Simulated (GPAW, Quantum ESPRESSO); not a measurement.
The bulk modulus of 8 crystals: PBEsol beside PBE-D3(BJ)

Computed bulk modulus (GPa) at each level. Moduli come from Birch-Murnaghan fits over scaled cells with fixed shape and fractions. Not every cell is the stable form of its formula. Spin polarisation and spin-orbit coupling are off unless named.

- PBEsol: Quantum ESPRESSO (PseudoDojo 0.4.1 SR PBEsol standard) for PbTe, Pb, PbSe, Ge, GaAs, Ag, MgO; GPAW (PAW data sets generated for this functional) for CdS; cutoffs 600 to 1170 eV; k meshes of 216 to 1331 points
- PBE-D3(BJ): Quantum ESPRESSO (PseudoDojo 0.4.1 SR PBE standard) for PbTe, Pb, PbSe, Ge, GaAs, Ag, MgO; GPAW (GPAW PAW data sets (gpaw-data 1.2.1)) for CdS; cutoffs 600 to 1170 eV; k meshes of 216 to 1331 points

```csv
crystal,PBEsol,PBE-D3(BJ)
PbTe (Fm-3m),44.9,41.0
Pb (Fm-3m),49.3,46.1
PbSe (Fm-3m),53.2,50.6
CdS (F-43m),62.1,59.6
Ge (Fd-3m),66.1,61.8
GaAs (F-43m),68.9,67.1
Ag (Fm-3m),120.4,108.6
MgO (Fm-3m),157.3,158.3
```

Problem. How do the values move from PBEsol?

Solution. PBE-D3(BJ) lies below PBEsol in 7 of 8 crystals, with a median shift of -5.7 % (-9.8 % for Ag to +0.6 % for MgO). The figures use the values as printed. Spin-orbit coupling, where left out, moves volumes and moduli of the heaviest elements a little. Meshes of this size aren't converged for the metals. Columns can differ in potentials within a row, which adds scatter of its own.

Both functionals give the same order of stiffness, from PbTe to MgO, so the contrast between soft and stiff crystals owes more to bonding than to the choice of functional. MgO resists compression most because small, doubly charged ions sit close together, where both the Coulomb attraction and the closed-shell repulsion vary steeply with distance. In the lead chalcogenides, replacing Se by the larger Te lengthens the bonds and lowers the modulus. Ge and GaAs lie close together, as expected for isoelectronic neighbours with nearly equal bond lengths and tetrahedral covalent networks.

The general softening from PBEsol to PBE-D3(BJ) probably reflects longer equilibrium bonds that the dispersion term only partly shortens; MgO, at 157.3 and 158.3 GPa, breaks the pattern. Agreement between the columns is no measure of accuracy: both place Ge and GaAs below their measured moduli, probably because semilocal exchange-correlation makes these covalent bonds too soft. The comparison therefore supports the broad ordering better than it supports either functional as the more accurate choice across these materials.
